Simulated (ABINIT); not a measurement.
Runs of ABINIT 10.8.3 (patched build) on WC (Qusongite). Symmetry: P-6m2, No. 187, hexagonal system. The conventional cell has a = 2.907 Å, b = 2.907 Å, c = 2.837 Å, α = 90.00°, β = 90.00°, γ = 120.00°. Around W (site symmetry -6m2) lie 6 C at 2.20 Å. Around C (site symmetry -6m2) lie 6 W at 2.20 Å. 

```tsv
task	level	potentials or basis	cell	cutoff (eV)	cell freedom (optcell)	optimiser (ionmov)	cutoff smearing ecutsm (Ha)	force stop (Ha/bohr)	fine-grid cutoff	gap on the mesh (eV)	pressure (GPa)
relaxation of cell and atoms	LDA	PseudoDojo NC SR LDA v0.4.1 standard	relaxed	1116	2	2	0.5	2e-05	-	none	0.0
single point	LDA	JTH PAW LDA v2.0	as given	435	-	-	-	-	870.764 eV	none	(a)
single point	LDA	PseudoDojo NC SR LDA v0.4.1 standard	cell relaxed	1116	-	-	-	-	-	none	-0.1
single point	PBEsol	PseudoDojo NC SR PBEsol v0.4.1 standard	as given	1007	-	-	-	-	-	none	-3.5
```

Alike in all rows: no spin polarisation; k mesh 8 × 8 × 7; smearing fermi-dirac 0.05 eV.

Estimate the missing entries.

(a) -10.8.

A k mesh can miss the band edges, and the runs leave out spin-orbit coupling on W.

A gap of «none» marks a metal or a gap under the smearing width.
